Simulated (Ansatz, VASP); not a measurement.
One calculation of Co, two programs

```
CELL_PARAMETERS angstrom
0.00000 1.76107 1.76107
1.76107 0.00000 1.76107
1.76107 1.76107 0.00000
ATOMIC_POSITIONS crystal
Co 0.00000 0.00000 0.00000
```

Alike in both runs: task single point; functional PBE; k mesh 8 × 8 × 8; occupations fermi-dirac, width 0.1 eV; collinear spin.

|  | VASP | Ansatz |
| --- | --- | --- |
| version | VASP 6.6.1 | Ansatz 0.2.0 |
| potentials or method | VASP PAW PBE potentials, release 64 (Co) | plane waves (420 eV) with PAW, scalar-relativistic |
| plane-wave cutoff (eV) | 520 | 420 |
| valence electrons in the cell | 9 | 17 |

|  | VASP | Ansatz | Ansatz less VASP |
| --- | --- | --- | --- |
| net moment per atom (μB) | 1.69 | 1.70 | +0.002 |
| size of the moment on the site where the two differ most (μB) | 1.71 | 1.76 | +0.050 |

Site moments also hang on the region over which each program counts them. The functional is the same, so the differences come from potentials, cutoffs and numerics. The two sets of potentials don't hold the same shells in valence.

Caveats: the k mesh is coarse (spacing up to 0.39 Å⁻¹), so the values aren't converged.
